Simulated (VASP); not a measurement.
# ZnS (P6_3mc) in VASP: notebook

ZnS is run at these levels: r2SCAN; tasks: relaxation of shape and atoms at fixed volume, single point.

All numbers are computed with VASP 6.6.1; they aren't measurements. Logs are shortened: lines on timing, memory, paths and dates and some standing lists are left out, and cuts for length are marked.

**What was measured.**

A printed reference work, monograph reports, for a bulk crystal of ZnS at 4 K: band gap 3.911 eV (direct).

The results are compared with them further down.

## Step 1: The cell of the first run

The structure is hexagonal, space group P6_3mc (No. 186). The conventional cell has a = 3.731 Å, b = 3.731 Å, c = 12.212 Å, α = 90.00°, β = 90.00°, γ = 120.00°. Zn (site symmetry 3m) has 4 S at 2.29 Å within 3.0 Å. Within 3.0 Å of Zn (site symmetry 3m) lie 4 S at 2.29 Å. Within 3.0 Å of S (site symmetry 3m) lie 4 Zn at 2.29 Å. Within 3.0 Å of S (site symmetry 3m) lie 4 Zn at 2.29 Å.

## Step 2: Relaxation of shape and atoms at fixed volume, r2SCAN (18.40 Å³/atom)

The input, POSCAR:

```
ZnS
1.0
    3.7309857954      0.0000000000      0.0000000000
   -1.8654928977      3.2311284800      0.0000000000
    0.0000000000      0.0000000000     12.2119759554
Zn S
4 4
Direct
    0.0000000000      0.0000000000      0.0001143893
    0.0000000000      0.0000000000      0.5001143893
    0.3333333333      0.6666666667      0.2500706165
    0.6666666667      0.3333333333      0.7500706165
    0.0000000000      0.0000000000      0.1872361453
    0.0000000000      0.0000000000      0.6872361453
    0.3333333333      0.6666666667      0.4375788490
    0.6666666667      0.3333333333      0.9375788490
```

The input, INCAR.step1:

```
PREC = Accurate
ENCUT = 600
ISMEAR = 0
SIGMA = 0.02
LREAL = F
LASPH = T
NELM = 60
GGA = PE
ALGO = Normal
EDIFF = 1E-4
LWAVE = T
LCHARG = F
```

The input, INCAR.step2:

```
PREC = Accurate
ENCUT = 600
EDIFF = 1E-6
ISMEAR = 0
SIGMA = 0.02
LREAL = F
LASPH = T
NELM = 60
ALGO = Normal
ISIF = 4
LWAVE = F
LCHARG = F
METAGGA = R2SCAN
LMIXTAU = T
IBRION = 2
NSW = 50
EDIFFG = -0.01
ISTART = 1
```

The input, KPOINTS:

```
Automatic mesh
0
Gamma
  6 6 2
```

Potentials or basis: VASP PAW PBE potentials, release 64 (Zn, S).

The run is started by

```console
cat potpaw_PBE.64/Zn/POTCAR potpaw_PBE.64/S/POTCAR > POTCAR
cp INCAR.step1 INCAR
mpirun -np 1 vasp_std > vasp.out
cp INCAR.step2 INCAR
mpirun -np 1 vasp_std > vasp.out
```

OUTCAR:

```text
PREC = Accurate
   ENCUT = 600
   EDIFF = 1E-6
   ISMEAR = 0
   LREAL = F
   LASPH = T
   NELM = 60
   ISIF = 4
   METAGGA = R2SCAN
   IBRION = 2
   NSW = 50
   EDIFFG = -0.01
   ISTART = 1

 ion  position               nearest neighbor table
   1  0.000  0.000  0.000-   5 2.29   8 2.29   8 2.29   8 2.29
   2  0.000  0.000  0.500-   6 2.29   7 2.29   7 2.29   7 2.29
   3  0.333  0.667  0.250-   5 2.29   5 2.29   5 2.29   7 2.29
   4  0.667  0.333  0.750-   6 2.29   6 2.29   6 2.29   8 2.29
   5  0.000  0.000  0.187-   1 2.29   3 2.29   3 2.29   3 2.29
   6  0.000  0.000  0.687-   2 2.29   4 2.29   4 2.29   4 2.29
   7  0.333  0.667  0.438-   2 2.29   2 2.29   2 2.29   3 2.29
   8  0.667  0.333  0.938-   1 2.29   1 2.29   1 2.29   4 2.29

  LATTYP: Found a hexagonal cell.
 ALAT       =     3.7309857954
 C/A-ratio  =     3.2731231436

  Lattice vectors:

 A1 = (   3.7309857954,   0.0000000000,   0.0000000000)
 A2 = (  -1.8654928977,   3.2311284800,   0.0000000000)
 A3 = (   0.0000000000,   0.0000000000,  12.2119759554)

Analysis of symmetry for initial positions (statically):
=====================================================================
 Subroutine PRICEL returns:
 Original cell was already a primitive cell.

 Routine SETGRP: Setting up the symmetry group for a
 hexagonal supercell.

 Subroutine GETGRP returns: Found 12 space group operations
 (whereof  6 operations were pure point group operations)
 out of a pool of 24 trial point group operations.

The static configuration has the point symmetry C_3v.
 The point group associated with its full space group is C_6v.

Analysis of symmetry for dynamics (positions and initial velocities):
=====================================================================
 Subroutine PRICEL returns:
 Original cell was already a primitive cell.

 Routine SETGRP: Setting up the symmetry group for a
 hexagonal supercell.

 Subroutine GETGRP returns: Found 12 space group operations
 (whereof  6 operations were pure point group operations)
 out of a pool of 24 trial point group operations.

The dynamic configuration has the point symmetry C_3v.
 The point group associated with its full space group is C_6v.

 Subroutine INISYM returns: Found 12 space group operations
 (whereof  6 operations are pure point group operations),
 and found     1 'primitive' translations

----------------------------------------------------------------------------------------

                                     Primitive cell

  volume of cell :     147.2190

  direct lattice vectors                    reciprocal lattice vectors
     3.730985795  0.000000000  0.000000000     0.268025679  0.154744698  0.000000000
    -1.865492898  3.231128480  0.000000000     0.000000000  0.309489395  0.000000000
     0.000000000  0.000000000 12.211975955     0.000000000  0.000000000  0.081886830

  length of vectors
     3.730985795  3.730985795 12.211975955     0.309489395  0.309489395  0.081886830

  position of ions in fractional coordinates (direct lattice)
     0.000000000  0.000000000  0.000114389
     0.000000000  0.000000000  0.500114389
     0.333333333  0.666666667  0.250070616
     0.666666667  0.333333333  0.750070616
     0.000000000  0.000000000  0.187236145
     0.000000000  0.000000000  0.687236145
     0.333333333  0.666666667  0.437578849
     0.666666667  0.333333333  0.937578849

  ion indices of the primitive-cell ions
[... 82 lines left out ...]
   NUPDOWN=      -1.0000    fix difference up-down
   EMIN   =  10.00;   EMAX   =-10.00  energy-range for DOS
   EFERMI =   0.00;   METHOD = LEGACY
   ISMEAR =     0;   SIGMA  =   0.02  broadening in eV -4-tet -1-fermi 0-gaus
   EFERMI_NEDOS =   21; number of points for ismear=-14 and -15
   IALGO  =     38    algorithm
   IMIX   =      4    mixing-type and parameters
     AMIX     =   0.40;   BMIX     =  1.00
     AMIX_MAG =   1.60;   BMIX_MAG =  1.00
  volume/ion in A,a.u.               =      18.40       124.19
  Fermi-wavevector in a.u.,A,eV,Ry     =   1.289826  2.437417 22.635342  1.663651
  Thomas-Fermi vector in A             =   2.421695
   LORBIT       =      0    0 simple, 1 ext, 2 COOP (PROOUT), +10 PAW based schemes
   METAGGA = R2SCAN    functional components
   LHFCALC =     F    Hartree Fock is set to
   AEXX    =    0.0000 exact exchange contribution
   IVDW    =     0    specifies the selected vdW correction
   LEPSILON=     F    determine dielectric tensor
   LRPA    =     F    only Hartree local field effects (RPA)
 conjugate gradient relaxation of ions
 non-spin polarized calculation
 Gauss-broadening in eV      SIGMA  =   0.02
  energy-cutoff  :      600.00
  volume of cell :      147.22
 maximum number of plane-waves:      4963
 NGX is ok and might be reduce to    30
   NGX = 15   NGY = 15   NGZ = 49

--------------------------------------- Ionic step        1  -------------------------------------------

 number of electron      72.0000012 magnetization

 Free energy of the ion-electron system (eV)
  ---------------------------------------------------
  ext. energy  EPLUGINS =         0.00000000
  ---------------------------------------------------
  free energy    TOTEN  =       -75.30311171 eV

  energy without entropy =      -75.30311171  energy(sigma->0) =      -75.30311171

------------------------ aborting loop because EDIFF is reached ----------------------------------------

  FORCE on cell =-STRESS in cart. coord.  units (eV):
  Direction    XX          YY          ZZ          XY          YZ          ZX
  --------------------------------------------------------------------------------------
  -------------------------------------------------------------------------------------
  Total        5.0729456      5.0729456      5.1327829      0.0000000     -0.0000000      0.0000000
  in kB       55.2086372     55.2086372     55.8598440      0.0000000     -0.0000000      0.0000000
  external PRESSURE =      55.4257061 kB  Pullay stress =       0.0000000 kB

 VOLUME and BASIS-vectors are now :
 -----------------------------------------------------------------------------
  energy-cutoff  :      600.00
  volume of cell :      147.22
      direct lattice vectors                 reciprocal lattice vectors
     3.730985795  0.000000000  0.000000000     0.268025679  0.154744698  0.000000000
    -1.865492898  3.231128480  0.000000000     0.000000000  0.309489395  0.000000000
     0.000000000  0.000000000 12.211975955     0.000000000  0.000000000  0.081886830

 POSITION                                       TOTAL-FORCE (eV/Angst)
 -----------------------------------------------------------------------------------
      0.00000      0.00000      0.00140         0.000000     -0.000000      0.016797
      0.00000      0.00000      6.10738        -0.000000      0.000000      0.016797
     -0.00000      2.15409      3.05386         0.000000      0.000000      0.010314
      1.86549      1.07704      9.15984        -0.000000      0.000000      0.010314
      0.00000      0.00000      2.28652        -0.000000      0.000000     -0.014423
      0.00000      0.00000      8.39251        -0.000000      0.000000     -0.014423
     -0.00000      2.15409      5.34370        -0.000000      0.000000     -0.012687
      1.86549      1.07704     11.44969        -0.000000      0.000000     -0.012687
 -----------------------------------------------------------------------------------
    total drift:                               -0.000001     -0.000001      0.057860

  FREE ENERGIE OF THE ION-ELECTRON SYSTEM (eV)
  ---------------------------------------------------
  free  energy   TOTEN  =       -75.3031117077 eV

  energy  without entropy=      -75.3031117077  energy(sigma->0) =      -75.30311171

--------------------------------------- Ionic step        2  -------------------------------------------

 number of electron      72.0000011 magnetization

 Free energy of the ion-electron system (eV)
  ---------------------------------------------------
  ext. energy  EPLUGINS =         0.00000000
  ---------------------------------------------------
  free energy    TOTEN  =       -75.30318203 eV

  energy without entropy =      -75.30318203  energy(sigma->0) =      -75.30318203

 E-fermi :   2.6497     XC(G=0): -10.6374

 val. band max:        2.5245993578   @ k =   0.0000   0.0000   0.0000
 cond. band min:       5.5747343906   @ k =   0.0000   0.0000   0.0000
 fundamental gap:      3.0501350328
 Fermi energy:         2.6497016094

 k-point     1 :       0.0000    0.0000    0.0000
  band No.  band energies     occupation
      1     -11.6938      2.00000
      2     -11.2102      2.00000
      3     -11.1985      2.00000
      4     -10.6110      2.00000
      5      -4.2898      2.00000
      6      -4.2794      2.00000
[... 633 lines left out ...]
     42       9.3699      0.00000
     43       9.8228      0.00000

------------------------ aborting loop because EDIFF is reached ----------------------------------------

  FORCE on cell =-STRESS in cart. coord.  units (eV):
  Direction    XX          YY          ZZ          XY          YZ          ZX
  --------------------------------------------------------------------------------------
  -------------------------------------------------------------------------------------
  Total        5.0767589      5.0767589      5.1540889      0.0000000      0.0000000      0.0000000
  in kB       55.2501368     55.2501368     56.0917154      0.0000000      0.0000000      0.0000000
  external PRESSURE =      55.5306630 kB  Pullay stress =       0.0000000 kB

 VOLUME and BASIS-vectors are now :
 -----------------------------------------------------------------------------
  energy-cutoff  :      600.00
  volume of cell :      147.22
      direct lattice vectors                 reciprocal lattice vectors
     3.730537088  0.000000000  0.000000000     0.268057917  0.154763310  0.000000000
    -1.865268544  3.230739888 -0.000000000     0.000000000  0.309526621  0.000000000
     0.000000000 -0.000000000 12.214913836     0.000000000  0.000000000  0.081867135

 POSITION                                       TOTAL-FORCE (eV/Angst)
 -----------------------------------------------------------------------------------
     -1.86527      3.23074      0.00221         0.000000      0.000000      0.008703
      3.73054     -0.00000      6.10966        -0.000000     -0.000000      0.008703
     -0.00000      2.15383      3.05509        -0.000000      0.000000      0.006356
      1.86527      1.07691      9.16255         0.000000     -0.000000      0.006356
      3.73054     -0.00000      2.28638         0.000000     -0.000000     -0.006966
      3.73054     -0.00000      8.39383        -0.000000     -0.000000     -0.006966
     -0.00000      2.15383      5.34438        -0.000000     -0.000000     -0.008093
      1.86527      1.07691     11.45183        -0.000000     -0.000000     -0.008093
 -----------------------------------------------------------------------------------
    total drift:                               -0.000001     -0.000001      0.058618

  FREE ENERGIE OF THE ION-ELECTRON SYSTEM (eV)
  ---------------------------------------------------
  free  energy   TOTEN  =       -75.3031820254 eV

  energy  without entropy=      -75.3031820254  energy(sigma->0) =      -75.30318203

 reached required accuracy - stopping structural energy minimisation
```

It took 4.9 min on 1 thread of AMD EPYC 9R45 (Zen 5), shared host; peak memory 0.32 GiB.

What came out:

| Quantity | Value |
| --- | --- |
| Free energy | -75.3032 eV |
| Energy gained by relaxing | 0.0 meV/atom |
| Ionic steps | 2 |
| Pressure after relaxing | 5.6 GPa |
| Largest force after relaxing | 0.009 eV/Å |
| Band gap on the k mesh | 3.05 eV |

Forces in eV/Å, atoms in the order of the input:
```
Zn   0.000  0.000  0.009
Zn   0.000  0.000  0.009
Zn   0.000  0.000  0.006
Zn   0.000  0.000  0.006
S    0.000  0.000 -0.007
S    0.000  0.000 -0.007
S    0.000  0.000 -0.008
S    0.000  0.000 -0.008
```

Final structure:
```
CELL_PARAMETERS angstrom
3.73054 0.00000 0.00000
-1.86527 3.23074 0.00000
0.00000 0.00000 12.21491
ATOMIC_POSITIONS crystal
Zn 0.00000 0.00000 0.00018
Zn 0.00000 0.00000 0.50018
Zn 0.33333 0.66667 0.25011
Zn 0.66667 0.33333 0.75011
S 0.00000 0.00000 0.18718
S 0.00000 0.00000 0.68718
S 0.33333 0.66667 0.43753
S 0.66667 0.33333 0.93753
```

Levels at points of the mesh, in eV from the valence-band top:
```tsv
k point	band 32	band 33	band 34	band 35	band 36	band 37	band 38	band 39	band 40	band 41
(0.00, 0.00, 0.00)	-0.53	-0.53	-0.05	0.00	0.00	3.05	3.84	4.13	4.40	6.78
(0.50, 0.00, 0.00)	-1.84	-1.83	-1.80	-1.28	-1.00	3.68	3.75	4.17	4.76	5.35
(0.00, 0.00, 0.50)	-0.88	-0.17	-0.17	-0.17	-0.17	3.85	3.85	4.00	4.00	6.77
(0.50, 0.00, 0.50)	-2.35	-1.71	-1.71	-1.26	-1.26	4.04	4.04	4.56	4.56	5.09
```

Caveat: the PAW data sets were made with another functional, which shifts forces and pressure a little.

## Step 3: Single point, r2SCAN

This run uses another cell than the first one, of 19.58 Å³/atom.

The input, POSCAR:

```
ZnS
1.0
    3.8087369230      0.0000000000      0.0000000000
   -1.9043684615      3.2984629317      0.0000000000
    0.0000000000      0.0000000000     12.4664651283
Zn S
4 4
Direct
    0.0000000000      0.0000000000      0.0001143919
    0.0000000000      0.0000000000      0.5001143919
    0.3333333333      0.6666666667      0.2500706172
    0.6666666667      0.3333333333      0.7500706172
    0.0000000000      0.0000000000      0.1872361440
    0.0000000000      0.0000000000      0.6872361440
    0.3333333333      0.6666666667      0.4375788470
    0.6666666667      0.3333333333      0.9375788470
```

The input, INCAR.step1:

```
  ALGO = Normal
  EDIFF = 1E-5
  ENCUT = 550
  GGA = PE
  GGA_COMPAT = F
  ISMEAR = 0
  LASPH = T
  LCHARG = F
  LREAL = F
  LWAVE = T
  NBANDS = 46
  NELM = 120
  PREC = Accurate
  SIGMA = 0.05
```

The input, INCAR.step2:

```
  ALGO = Normal
  EDIFF = 1E-6
  ENCUT = 550
  GGA_COMPAT = F
  ISIF = 2
  ISMEAR = 0
  ISTART = 1
  LASPH = T
  LCHARG = T
  LELF = T
  LMIXTAU = T
  LREAL = F
  LVHAR = T
  LWAVE = F
  METAGGA = R2SCAN
  NBANDS = 46
  NELM = 120
  PREC = Accurate
  SIGMA = 0.05
```

The input, KPOINTS:

```
k-points
0
Gamma
  6 6 2
```

Potentials or basis: VASP PAW PBE potentials, release 64 (Zn, S).

The run is started by

```console
cat potpaw_PBE.64/Zn/POTCAR potpaw_PBE.64/S/POTCAR > POTCAR
cp INCAR.step1 INCAR
mpirun -np 1 vasp_std > vasp.out
cp INCAR.step2 INCAR
mpirun -np 1 vasp_std > vasp.out
```

Run time: 8.6 min. Hardware: 1 thread of Intel Xeon 8259CL, shared host; peak memory 0.35 GiB.

The run converged. Its results:

* Free energy: -75.4520 eV
* Pressure: 0.1 GPa
* Largest force: 0.007 eV/Å
* Band gap on the k mesh: 2.75 eV

Forces on the atoms (eV/Å):
```
Zn   0.000  0.000 -0.007
Zn   0.000  0.000 -0.007
Zn   0.000  0.000 -0.007
Zn   0.000  0.000 -0.007
S    0.000  0.000  0.007
S    0.000  0.000  0.007
S    0.000  0.000  0.007
S    0.000  0.000  0.007
```

Levels at points of the mesh, in eV from the valence-band top:
| k point | band 32 | band 33 | band 34 | band 35 | band 36 | band 37 | band 38 | band 39 | band 40 | band 41 |
| --- | --- | --- | --- | --- | --- | --- | --- | --- | --- | --- |
| (0.00, 0.00, 0.00) | -0.48 | -0.48 | -0.04 | 0.00 | 0.00 | 2.75 | 3.72 | 3.95 | 4.21 | 6.84 |
| (0.50, 0.00, 0.00) | -1.66 | -1.66 | -1.64 | -1.15 | -0.91 | 3.74 | 3.76 | 4.17 | 4.77 | 5.34 |
| (0.00, 0.00, 0.50) | -0.79 | -0.15 | -0.15 | -0.15 | -0.15 | 3.57 | 3.57 | 3.86 | 3.86 | 6.79 |
| (0.50, 0.00, 0.50) | -2.13 | -1.55 | -1.55 | -1.14 | -1.14 | 4.09 | 4.09 | 4.50 | 4.50 | 5.09 |

Caveat: the PAW data sets were made with another functional, which shifts forces and pressure a little.

## Step 4: How close it comes

Step 3. Measured gap of ZnS: 3.911 eV (direct; 4 K; a printed reference work, monograph). This calculation gives 2.75 eV (-1.16 eV). The value is that of r2SCAN, without temperature or zero-point motion.
